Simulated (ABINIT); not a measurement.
# Beyond one shot: AlN (F-43m), part 2 of 3

Wanted: G0W0 and self-consistent gaps of AlN (F-43m), with the cost of the cycles.

ABINIT 10.8.3; PBE and many-body steps on it, plane waves. Known limits of the many-body steps: not at the basis limit.

So far. Step 5 (evGW0, cycle 1): Against G0W0 in ABINIT (6×6×6 mesh, 29 bands, screening to 130.6 eV, Godby-Needs plasmon pole), the gap moves by +0.213 eV. This first cycle still uses the starting levels; it takes the full correction, at all points of the mesh, and its linearised value is 4.276 eV. Step 6 (evGW0, cycle 2): Against the cycle before, the gap moves by −0.008 eV.

**7. Screening, 6×6×6 mesh, 29 bands, screening to 130.6 eV**

This step: RPA screening on PBE, plane waves, norm-conserving pseudopotentials.

File run.abi:

```
acell 3*1.0 Angstrom
rprim 
  -0.000000000000 2.183993559600 2.183993559600
  2.183993559600 -0.000000000000 2.183993559600
  2.183993559600 2.183993559600 -0.000000000000
ntypat 2
znucl 13 7
natom 2
typat 1 2
xred 
  0.000000000000 0.000000000000 0.000000000000
  0.750000000000 0.750000000000 0.750000000000
pp_dirpath "pseudos"
pseudos "Al.upf, N.upf"
ecut 36
ngkpt 6 6 6
nshiftk 1
shiftk 0 0 0
kptopt 1
chksymbreak 0
istwfk *1
occopt 1
irdwfk 1
optdriver 3
nband 29
ecuteps 4.8
inclvkb 2
awtr 1
symchi 1
gwcalctyp 10
mbpt_sciss 1.790 eV
nqptdm 1
qptdm 
  0 0 0
indata_prefix "in"
outdata_prefix "out"
tmpdata_prefix "tmp"
```

Run with:

```
> OMP_NUM_THREADS=1 mpirun -n 4 abinit run.abi > log
```

Output:

```text
.Version 10.8.3 of ABINIT. v10.8.2 released Aug 2026.

 Symmetries : space group F-4 3 m (#216); Bravais cF (face-center cubic)
[... echo of the input left out ...]
== DATASET  1 ==================================================================
-   mpi_nproc: 4, omp_nthreads: 1 (-1 if OMP is not activated)

--- !DatasetInfo
iteration_state: {dtset: 1, }
dimensions: {natom: 2, nkpt: 16, mband: 29, nsppol: 1, nspinor: 1, nspden: 1, mpw: 1464, }
cutoff_energies: {ecut:  36.0, pawecutdg:  -1.0, }
electrons: {nelect:   8.00000000E+00, charge:   0.00000000E+00, occopt:   1.00000000E+00, tsmear:   1.00000000E-02, }

 SCREENING: Calculation of the susceptibility and dielectric matrices

 Based on a program developped by R.W. Godby, V. Olevano, G. Onida, and L. Reining.
 Incorporated in ABINIT by V. Olevano, G.-M. Rignanese, and M. Torrent.
.Using double precision arithmetic ; gwpc =  8

[... cell and pseudopotentials left out ...]
--------------------------------------------------------------------------------

 ==== K-mesh for the wavefunctions ====
 Number of points in the irreducible wedge :    16
[... list of points left out ...]
 Together with 24 symmetry operations and time-reversal symmetry
 yields   216 points in the full Brillouin Zone.

 ==== Q-mesh for the screening function ====
 Number of points in the irreducible wedge :    16
[... list of points left out ...]
 Together with 24 symmetry operations and time-reversal symmetry
 yields   216 points in the full Brillouin Zone.

 setmesh: FFT mesh size selected  =    24x   24x   24
          total number of points  =        13824

 vcoul_init : cutoff-mode = AUXILIARY_FUNCTION
 q-points for optical limit:   1
     1)      0.000010    0.000020    0.000030

 Dielectric matrix will be calculated only for some
 selected q points provided by the user through the input variables
 nqptdm and qptdm

- screening: taking advantage of time-reversal symmetry
- Maximum band index for partially occupied states nbvw = 4
- Remaining bands to be divided among processors   nbcw = 25
- Number of bands treated by each node ~6

 rdqps: reading QP wavefunctions of the previous step
        looking for file in_QPS
 file not found, 1st iteration initialized with KS eigenelements

 screening : performing a first self-consistency
 update of the energies in W by a scissor operator
 applying a scissor operator of [eV] :   1.790

 Number of electrons calculated from density =    8.0000; Expected =    8.0000
 average of density, n =  0.056900
 r_s =    1.6129
 omega_plasma =   23.0097 [eV]

 calculating chi0 at frequencies [eV] :
  1    0.000000E+00    0.000000E+00
  2    0.000000E+00    2.300966E+01

--------------------------------------------------------------------------------
  q-point number  1        q = ( 0.000000, 0.000000, 0.000000) [r.l.u.]
--------------------------------------------------------------------------------
[... chi0 elements left out ...]
 For q-point:  0.000010 0.000020 0.000030
  dielectric constant =   3.8084
  dielectric constant without local fields =   4.1304

  Average fulfillment of the sum rule on Im[epsilon] for q-point    1 :     58.54  [%]
[... wings left out ...]
== END DATASET(S) ==============================================================
================================================================================

 -outvars: echo values of variables after computation  --------
           etotal      0.0000000000E+00
            nband          29
             nkpt          16
          spgroup         216
 [... the other variables as echoed above ...]

 Calculation completed.
```

Run time: 3.5 s. Hardware: 4 MPI ranks of Arm Neoverse N1, shared host; peak memory 0.37 GiB.

This step gave:

```
ε∞ with local fields, on this mesh, along the program's q direction : 3.808
the same without local fields                                       : 4.130
plasma frequency                                                    : 23.01 eV
plane waves in the screening matrix                                 : 65
```

This screening uses the functional's bands under a rigid shift, the mean opening of the cycle before.

**8. Screening, 6×6×6 mesh, 29 bands, screening to 130.6 eV**

This step: RPA screening on PBE from quasiparticle energies, plane waves, norm-conserving pseudopotentials.

run.abi, as its differences from that of step 7:

```diff
@@ -29,7 +29,21 @@
 symchi 1
+irdqps 1
 gwcalctyp 10
-mbpt_sciss 1.790 eV
-nqptdm 1
+nqptdm 15
 qptdm 
-  0 0 0
+  0.1666666667 0.0000000000 0.0000000000
+  0.3333333333 0.0000000000 0.0000000000
+  0.5000000000 0.0000000000 0.0000000000
+  0.1666666667 0.1666666667 0.0000000000
+  0.3333333333 0.1666666667 0.0000000000
+  0.5000000000 0.1666666667 0.0000000000
+  -0.3333333333 0.1666666667 0.0000000000
+  -0.1666666667 0.1666666667 0.0000000000
+  0.3333333333 0.3333333333 0.0000000000
+  0.5000000000 0.3333333333 0.0000000000
+  -0.3333333333 0.3333333333 0.0000000000
+  0.5000000000 0.5000000000 0.0000000000
+  0.5000000000 0.3333333333 0.1666666667
+  -0.3333333333 0.3333333333 0.1666666667
+  -0.3333333333 0.5000000000 0.1666666667
 indata_prefix "in"
```

File mrgscr.stdin:

```
2
merged
q0_SCR
out_SCR
1
```

Run with:

```
> OMP_NUM_THREADS=1 mpirun -n 4 abinit run.abi > log; mrgscr < mrgscr.stdin
```

Output:

```text
.Version 10.8.3 of ABINIT. v10.8.2 released Aug 2026.

 Symmetries : space group F-4 3 m (#216); Bravais cF (face-center cubic)
[... echo of the input left out ...]
== DATASET  1 ==================================================================
-   mpi_nproc: 4, omp_nthreads: 1 (-1 if OMP is not activated)

--- !DatasetInfo
iteration_state: {dtset: 1, }
dimensions: {natom: 2, nkpt: 16, mband: 29, nsppol: 1, nspinor: 1, nspden: 1, mpw: 1464, }
cutoff_energies: {ecut:  36.0, pawecutdg:  -1.0, }
[...]
q-point number  1        q = ( 0.166667, 0.000000, 0.000000) [r.l.u.]
--------------------------------------------------------------------------------
[... chi0 elements left out ...]
  Average fulfillment of the sum rule on Im[epsilon] for q-point    2 :     93.60  [%]

--------------------------------------------------------------------------------
  q-point number  2        q = ( 0.333333, 0.000000, 0.000000) [r.l.u.]
--------------------------------------------------------------------------------
[... chi0 elements left out ...]
  Average fulfillment of the sum rule on Im[epsilon] for q-point    3 :     81.85  [%]

 [... 13 further q-points ...]
```

Elapsed: 18 s, on 4 MPI ranks; peak memory 0.43 GiB; 73 s of CPU time.

Numbers from this step:

```yaml
plasma_frequency: 23.01 eV
plane_waves_in_the_screening_matrix: 65
```

This screening reads the quasiparticle levels of the cycle before.

**9. evGW, cycle 1**

This step: evGW on PBE, plane waves, norm-conserving pseudopotentials.

run.abi, as its differences from that of step 8:

```diff
@@ -23,12 +23,10 @@
 irdwfk 1
-optdriver 3
+optdriver 4
 nband 29
-ecuteps 4.8
-inclvkb 2
-awtr 1
-symchi 1
-irdqps 1
 gwcalctyp 10
-nqptdm 15
-qptdm 
+ecutsigx 36
+symsigma 1
+nkptgw 16
+kptgw 
+  0.0000000000 0.0000000000 0.0000000000
   0.1666666667 0.0000000000 0.0000000000
@@ -48,2 +46,23 @@
   -0.3333333333 0.5000000000 0.1666666667
+bdgw 
+  1 13
+  1 13
+  1 13
+  1 13
+  1 13
+  1 13
+  1 13
+  1 13
+  1 13
+  1 13
+  1 13
+  1 13
+  1 13
+  1 13
+  1 13
+  1 13
+ecuteps 4.8
+irdscr 1
+ppmodel 1
+irdqps 1
 indata_prefix "in"
```

Run with:

```
> OMP_NUM_THREADS=1 mpirun -n 4 abinit run.abi > log
```

Output:

```text
.Version 10.8.3 of ABINIT. v10.8.2 released Aug 2026.

 Symmetries : space group F-4 3 m (#216); Bravais cF (face-center cubic)
[... echo of the input left out ...]
== DATASET  1 ==================================================================
-   mpi_nproc: 4, omp_nthreads: 1 (-1 if OMP is not activated)

--- !DatasetInfo
iteration_state: {dtset: 1, }
dimensions: {natom: 2, nkpt: 16, mband: 29, nsppol: 1, nspinor: 1, nspden: 1, mpw: 1464, }
cutoff_energies: {ecut:  36.0, pawecutdg:  -1.0, }
[...]
.  kptgw no:  3; Maximum DeltaE = (  -0.511  -0.001) for band index:  1
[...]
.  kptgw no: 15; Maximum DeltaE = (   0.578  -0.000) for band index: 13
.  kptgw no: 16; Maximum DeltaE = (   0.532   0.002) for band index: 12

== END DATASET(S) ==============================================================
================================================================================

 -outvars: echo values of variables after computation  --------
           etotal      0.0000000000E+00
            nband          29
             nkpt          16
          spgroup         216
 [... the other variables as echoed above ...]

 Calculation completed.
```

Run time: 89 s. Hardware: 4 MPI ranks; peak memory 0.85 GiB; 6 min of CPU time.

This step gave:

```yaml
quasiparticle_gap_on_the_mesh: 4.830 eV
gap_of_the_density_functional_on_the_mesh: 3.325 eV
k_of_the_valence_top: 0, 0, 0
k_of_the_conduction_bottom: 0.5, 0.5, 0
least_direct_quasiparticle_gap_on_the_computed_points: 6.034 eV
```

Against G0W0 in ABINIT (6×6×6 mesh, 29 bands, screening to 130.6 eV, Godby-Needs plasmon pole), the gap moves by +0.554 eV.

**10. Screening, 6×6×6 mesh, 29 bands, screening to 130.6 eV**

This step: RPA screening on PBE, plane waves, norm-conserving pseudopotentials.

File run.abi:

```
acell 3*1.0 Angstrom
rprim 
  -0.000000000000 2.183993559600 2.183993559600
  2.183993559600 -0.000000000000 2.183993559600
  2.183993559600 2.183993559600 -0.000000000000
ntypat 2
znucl 13 7
natom 2
typat 1 2
xred 
  0.000000000000 0.000000000000 0.000000000000
  0.750000000000 0.750000000000 0.750000000000
pp_dirpath "pseudos"
pseudos "Al.upf, N.upf"
ecut 36
ngkpt 6 6 6
nshiftk 1
shiftk 0 0 0
kptopt 1
chksymbreak 0
istwfk *1
occopt 1
irdwfk 1
optdriver 3
nband 29
ecuteps 4.8
inclvkb 2
awtr 1
symchi 1
gwcalctyp 10
mbpt_sciss 2.197 eV
nqptdm 1
qptdm 
  0 0 0
indata_prefix "in"
outdata_prefix "out"
tmpdata_prefix "tmp"
```

Output:

```text
.Version 10.8.3 of ABINIT. v10.8.2 released Aug 2026.

 Symmetries : space group F-4 3 m (#216); Bravais cF (face-center cubic)
[... echo of the input left out ...]
== DATASET  1 ==================================================================
-   mpi_nproc: 4, omp_nthreads: 1 (-1 if OMP is not activated)

--- !DatasetInfo
iteration_state: {dtset: 1, }
dimensions: {natom: 2, nkpt: 16, mband: 29, nsppol: 1, nspinor: 1, nspden: 1, mpw: 1464, }
cutoff_energies: {ecut:  36.0, pawecutdg:  -1.0, }
[...]
[... chi0 elements left out ...]
 For q-point:  0.000010 0.000020 0.000030
  dielectric constant =   3.7100
  dielectric constant without local fields =   4.0146

  Average fulfillment of the sum rule on Im[epsilon] for q-point    1 :     59.27  [%]
[... wings left out ...]
== END DATASET(S) ==============================================================
================================================================================

 -outvars: echo values of variables after computation  --------
           etotal      0.0000000000E+00
            nband          29
             nkpt          16
          spgroup         216
 [... the other variables as echoed above ...]

 Calculation completed.
```

It took 3.5 s on 4 MPI ranks; peak memory 0.37 GiB.

This step gave:

```
ε∞ with local fields, on this mesh, along the program's q direction : 3.71
the same without local fields                                       : 4.015
plasma frequency                                                    : 23.01 eV
plane waves in the screening matrix                                 : 65
```

This screening uses the functional's bands under a rigid shift, the mean opening of the cycle before.

**11. Screening, 6×6×6 mesh, 29 bands, screening to 130.6 eV**

This step: RPA screening on PBE from quasiparticle energies, plane waves, norm-conserving pseudopotentials.

run.abi, as its differences from that of step 10:

```diff
@@ -29,7 +29,21 @@
 symchi 1
+irdqps 1
 gwcalctyp 10
-mbpt_sciss 2.197 eV
-nqptdm 1
+nqptdm 15
 qptdm 
-  0 0 0
+  0.1666666667 0.0000000000 0.0000000000
+  0.3333333333 0.0000000000 0.0000000000
+  0.5000000000 0.0000000000 0.0000000000
+  0.1666666667 0.1666666667 0.0000000000
+  0.3333333333 0.1666666667 0.0000000000
+  0.5000000000 0.1666666667 0.0000000000
+  -0.3333333333 0.1666666667 0.0000000000
+  -0.1666666667 0.1666666667 0.0000000000
+  0.3333333333 0.3333333333 0.0000000000
+  0.5000000000 0.3333333333 0.0000000000
+  -0.3333333333 0.3333333333 0.0000000000
+  0.5000000000 0.5000000000 0.0000000000
+  0.5000000000 0.3333333333 0.1666666667
+  -0.3333333333 0.3333333333 0.1666666667
+  -0.3333333333 0.5000000000 0.1666666667
 indata_prefix "in"
```

mrgscr.stdin is that of step 8.

Run with:

```
> OMP_NUM_THREADS=1 mpirun -n 4 abinit run.abi > log; mrgscr < mrgscr.stdin
```

Output:

```text
.Version 10.8.3 of ABINIT. v10.8.2 released Aug 2026.

 Symmetries : space group F-4 3 m (#216); Bravais cF (face-center cubic)
[... echo of the input left out ...]
== DATASET  1 ==================================================================
-   mpi_nproc: 4, omp_nthreads: 1 (-1 if OMP is not activated)

--- !DatasetInfo
iteration_state: {dtset: 1, }
dimensions: {natom: 2, nkpt: 16, mband: 29, nsppol: 1, nspinor: 1, nspden: 1, mpw: 1464, }
cutoff_energies: {ecut:  36.0, pawecutdg:  -1.0, }
[...]
q-point number  1        q = ( 0.166667, 0.000000, 0.000000) [r.l.u.]
--------------------------------------------------------------------------------
[... chi0 elements left out ...]
  Average fulfillment of the sum rule on Im[epsilon] for q-point    2 :     96.40  [%]

--------------------------------------------------------------------------------
  q-point number  2        q = ( 0.333333, 0.000000, 0.000000) [r.l.u.]
--------------------------------------------------------------------------------
[... chi0 elements left out ...]
  Average fulfillment of the sum rule on Im[epsilon] for q-point    3 :     83.95  [%]

 [... 13 further q-points ...]
```

Wall time 18 s (4 MPI ranks); peak memory 0.43 GiB; 71 s of CPU time.

This step gave:

```
plasma frequency                    : 23.01 eV
plane waves in the screening matrix : 65
```

This screening reads the quasiparticle levels of the cycle before.

**12. evGW, cycle 2**

This step: evGW on PBE, plane waves, norm-conserving pseudopotentials.

run.abi, as its differences from that of step 11:

```diff
@@ -23,12 +23,10 @@
 irdwfk 1
-optdriver 3
+optdriver 4
 nband 29
-ecuteps 4.8
-inclvkb 2
-awtr 1
-symchi 1
-irdqps 1
 gwcalctyp 10
-nqptdm 15
-qptdm 
+ecutsigx 36
+symsigma 1
+nkptgw 16
+kptgw 
+  0.0000000000 0.0000000000 0.0000000000
   0.1666666667 0.0000000000 0.0000000000
@@ -48,2 +46,23 @@
   -0.3333333333 0.5000000000 0.1666666667
+bdgw 
+  1 13
+  1 13
+  1 13
+  1 13
+  1 13
+  1 13
+  1 13
+  1 13
+  1 13
+  1 13
+  1 13
+  1 13
+  1 13
+  1 13
+  1 13
+  1 13
+ecuteps 4.8
+irdscr 1
+ppmodel 1
+irdqps 1
 indata_prefix "in"
```

Run with:

```
> OMP_NUM_THREADS=1 mpirun -n 4 abinit run.abi > log
```

Output:

```text
.Version 10.8.3 of ABINIT. v10.8.2 released Aug 2026.

 Symmetries : space group F-4 3 m (#216); Bravais cF (face-center cubic)
[... echo of the input left out ...]
== DATASET  1 ==================================================================
-   mpi_nproc: 4, omp_nthreads: 1 (-1 if OMP is not activated)

--- !DatasetInfo
iteration_state: {dtset: 1, }
dimensions: {natom: 2, nkpt: 16, mband: 29, nsppol: 1, nspinor: 1, nspden: 1, mpw: 1464, }
cutoff_energies: {ecut:  36.0, pawecutdg:  -1.0, }
[...]
.  kptgw no:  3; Maximum DeltaE = (   0.047   0.002) for band index: 10
[...]
.  kptgw no: 15; Maximum DeltaE = (   0.050  -0.001) for band index:  9
.  kptgw no: 16; Maximum DeltaE = (   0.046  -0.007) for band index: 10

== END DATASET(S) ==============================================================
================================================================================

 -outvars: echo values of variables after computation  --------
           etotal      0.0000000000E+00
            nband          29
             nkpt          16
          spgroup         216
 [... the other variables as echoed above ...]

 Calculation completed.
```

Wall time 89 s (4 MPI ranks); peak memory 0.84 GiB.

This step gave:

```yaml
quasiparticle_gap_on_the_mesh: 4.896 eV
gap_of_the_density_functional_on_the_mesh: 3.325 eV
k_of_the_valence_top: 0, 0, 0
k_of_the_conduction_bottom: 0.5, 0.5, 0
least_direct_quasiparticle_gap_on_the_computed_points: 6.093 eV
```

Against the cycle before, the gap moves by +0.066 eV.

**13. Screening, 6×6×6 mesh, 29 bands, screening to 130.6 eV**

This step: RPA screening on PBE, plane waves, norm-conserving pseudopotentials.

File run.abi:

```
acell 3*1.0 Angstrom
rprim 
  -0.000000000000 2.183993559600 2.183993559600
  2.183993559600 -0.000000000000 2.183993559600
  2.183993559600 2.183993559600 -0.000000000000
ntypat 2
znucl 13 7
natom 2
typat 1 2
xred 
  0.000000000000 0.000000000000 0.000000000000
  0.750000000000 0.750000000000 0.750000000000
pp_dirpath "pseudos"
pseudos "Al.upf, N.upf"
ecut 36
ngkpt 6 6 6
nshiftk 1
shiftk 0 0 0
kptopt 1
chksymbreak 0
istwfk *1
occopt 1
irdwfk 1
optdriver 3
nband 29
ecuteps 4.8
inclvkb 2
awtr 1
symchi 1
gwcalctyp 10
mbpt_sciss 2.266 eV
nqptdm 1
qptdm 
  0 0 0
indata_prefix "in"
outdata_prefix "out"
tmpdata_prefix "tmp"
```

Output:

```text
.Version 10.8.3 of ABINIT. v10.8.2 released Aug 2026.

 Symmetries : space group F-4 3 m (#216); Bravais cF (face-center cubic)
[... echo of the input left out ...]
== DATASET  1 ==================================================================
-   mpi_nproc: 4, omp_nthreads: 1 (-1 if OMP is not activated)

--- !DatasetInfo
iteration_state: {dtset: 1, }
dimensions: {natom: 2, nkpt: 16, mband: 29, nsppol: 1, nspinor: 1, nspden: 1, mpw: 1464, }
cutoff_energies: {ecut:  36.0, pawecutdg:  -1.0, }
[...]
[... chi0 elements left out ...]
 For q-point:  0.000010 0.000020 0.000030
  dielectric constant =   3.6940
  dielectric constant without local fields =   3.9959

  Average fulfillment of the sum rule on Im[epsilon] for q-point    1 :     59.40  [%]
[... wings left out ...]
== END DATASET(S) ==============================================================
================================================================================

 -outvars: echo values of variables after computation  --------
           etotal      0.0000000000E+00
            nband          29
             nkpt          16
          spgroup         216
 [... the other variables as echoed above ...]

 Calculation completed.
```

It took 3.5 s on 4 MPI ranks; peak memory 0.37 GiB; 13 s of CPU time.

Numbers from this step:

```
ε∞ with local fields, on this mesh, along the program's q direction : 3.694
the same without local fields                                       : 3.996
plasma frequency                                                    : 23.01 eV
plane waves in the screening matrix                                 : 65
```

This screening uses the functional's bands under a rigid shift, the mean opening of the cycle before.

[end of part 2 of 3]

[Paths, hosts, dates, memory and timing lines, banners, echoed tables and standing remarks are left out of the program output.]

[Logs are printed without paths, hosts, clocks, repeated set-up lines and the standing remarks that a program may print on its own settings, such as how far it seeks lower states.]

[Runs of the session that timed out or met a known fault of the program may be left out.]

[Hosts, paths, dates, database ids (printed as entryN), source tags and the programs' standing remarks are cut or masked in the printed files.]

[G0W0 gaps are taken among the corrected bands and points alone; a level outside them can change the order at an edge.]

[Where Ansatz stands beside ABINIT at settings called matched, ABINIT's density can come from a denser mesh and the files from another edition; pairs whose starting gaps differed by over 0.03 eV were left out, so agreement reads better than it is.]
